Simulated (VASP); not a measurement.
Write the native input for VASP 6.6.1 that does the following.

```
Task                               : band structure
Functional                         : HSE06
Potentials or basis                : VASP PAW PBE potentials, release 64 (Si, C)
Cutoff                             : 520 eV
k mesh                             : 6 × 6 × 1
Occupations                        : gaussian, width 0.03 eV
Spin                               : no spin polarisation
Grid for exact exchange (PRECFOCK) : Fast
Screening parameter                : 0.2 1/A
Further INCAR settings             : ALGO = Normal; EDIFF = 1e-06; NBANDS = 36
```

The system is SiC.

```
CELL_PARAMETERS angstrom
3.07983 0.00000 0.00000
-1.53992 2.66722 0.00000
0.00000 0.00000 15.11167
ATOMIC_POSITIONS crystal
Si 0.00000 0.00000 0.12504
Si 0.00000 0.00000 0.62504
Si 0.33333 0.66667 0.29182
Si 0.66667 0.33333 0.79182
Si 0.33333 0.66667 0.95831
Si 0.66667 0.33333 0.45831
C 0.00000 0.00000 0.99969
C 0.00000 0.00000 0.49969
C 0.33333 0.66667 0.16683
C 0.66667 0.33333 0.66683
C 0.33333 0.66667 0.83332
C 0.66667 0.33333 0.33332
```

One way to write it, as run:

POSCAR

```
SiC                                     
1.0
    3.0798348539      0.0000000000      0.0000000000
   -1.5399174270      2.6672152183      0.0000000000
    0.0000000000      0.0000000000     15.1116731385
  Si              C             
     6     6
Direct
     0.0000000000000000    0.0000000000000000    0.1250363669786552
     0.0000000000000000    0.0000000000000000    0.6250363669786552
     0.3333333300000021    0.6666666699999979    0.2918190985840567
     0.6666666699999979    0.3333333300000021    0.7918190985840567
     0.3333333300000021    0.6666666699999979    0.9583117383839408
     0.6666666699999979    0.3333333300000021    0.4583117383839408
     0.0000000000000000    0.0000000000000000    0.9996886894021060
     0.0000000000000000    0.0000000000000000    0.4996886894021060
     0.3333333300000021    0.6666666699999979    0.1668269790874106
     0.6666666699999979    0.3333333300000021    0.6668269790874106
     0.3333333300000021    0.6666666699999979    0.8333171275638378
     0.6666666699999979    0.3333333300000021    0.3333171275638378
```

INCAR.step1

```
SYSTEM = SiC
PREC = Accurate
ENCUT = 520
EDIFF = 1E-5
ISMEAR = 0
SIGMA = 0.03
LREAL = .False.
LASPH = .True.
NELM = 80
ALGO = Normal
ISIF = 2
LWAVE = .True.
LCHARG = .False.
NBANDS = 36
KPAR = 4
GGA = PE
```

INCAR.step2

```
SYSTEM = SiC
PREC = Accurate
ENCUT = 520
EDIFF = 1E-6
ISMEAR = 0
SIGMA = 0.03
LREAL = .False.
LASPH = .True.
NELM = 80
ALGO = Normal
ISIF = 2
LWAVE = .False.
LCHARG = .False.
GGA = PE
LHFCALC = .True.
HFSCREEN = 0.2
PRECFOCK = Fast
NBANDS = 36
KPAR = 4
ISTART = 1
```

KPOINTS

```
Automatic mesh
0
Gamma
  6 6 1
  0 0 0
```

KPOINTS_OPT

```
explicit points
6
Reciprocal
 0.0000000000  0.0000000000  0.0000000000 1
 0.0000000000  0.0000000000  0.5000000000 1
 0.3333333333  0.3333333333  0.5000000000 1
 0.3333333333  0.3333333333  0.0000000000 1
 0.5000000000  0.0000000000  0.5000000000 1
 0.5000000000  0.0000000000  0.0000000000 1
```

Potentials or basis: VASP PAW PBE potentials, release 64 (Si, C).

Run with:

```console
$ cat potpaw_PBE.64/Si/POTCAR potpaw_PBE.64/C/POTCAR > POTCAR
$ cp INCAR.step1 INCAR
$ mpirun -np 4 vasp_std > vasp.out
$ cp INCAR.step2 INCAR
$ mpirun -np 4 vasp_std > vasp.out
```

It gave:

- Pressure: -1.8 GPa
- Largest force: 0.018 eV/Å
- Band gap on the k mesh: 2.94 eV, indirect (least direct gap 4.15 eV)
- Band gap along the path: 2.94 eV, indirect (least direct gap 4.15 eV)

Caveat: the PAW data sets were made with another functional, which shifts forces and pressure a little.

Wall time 8.3 min on 4 MPI ranks on AMD EPYC 9R45 (Zen 5) (shared host), peak memory 0.37 GiB a rank.
